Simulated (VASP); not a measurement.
Wanted: the native input for a VASP 6.6.1 run.

| Item | Value |
| --- | --- |
| Task | single point |
| Functional | PBE |
| Potentials or basis | VASP PAW PBE potentials, release 64 (Au) |
| Cutoff | 520 eV |
| k mesh | 8 × 8 × 6 |
| Occupations | gaussian, width 0.1 eV |
| Spin | no spin polarisation |
| Dipole correction | no |
| Further INCAR settings | ALGO = Normal; EDIFF = 1e-06; NBANDS = 12 |

The structure of Au lies in POSCAR:

```
Au
1.0
    1.2464392937     -2.3271117249      0.0000000000
    1.2464392937      2.3271117249      0.0000000000
    0.0000000000      0.0000000000      3.6341196799
Au
1
Direct
    0.0000000000      0.0000000000      0.0000000000
```

The cell was built by a generator and needn't be a form met in nature.

The input as run:

INCAR

```
PREC = Accurate
ENCUT = 520
EDIFF = 1E-6
ISMEAR = 0
SIGMA = 0.1
LREAL = False
LASPH = True
NELM = 100
ALGO = Normal
ISIF = 2
LWAVE = False
LCHARG = False
GGA = PE
NBANDS = 12
```

KPOINTS

```
regular mesh
0
Gamma
  8 8 6
```

Potentials or basis: VASP PAW PBE potentials, release 64 (Au).

Run with:

```sh
$ cat potpaw_PBE.64/Au/POTCAR > POTCAR
$ mpirun -np 1 vasp_std > vasp.out
```

Results of the run:

```json
{
 "Pressure": "23.4 GPa",
 "Band gap on the k mesh": "none (metal or under the smearing width)"
}
```

Caveat: so large a pressure means that the cell lies far from this level's equilibrium, or that cutoff or potentials fall short.

Run time: 13 s on 1 thread of Intel(R) Xeon(R) Platinum 8488C (Sapphire Rapids), with other jobs on the host, peak memory 0.14 GiB.
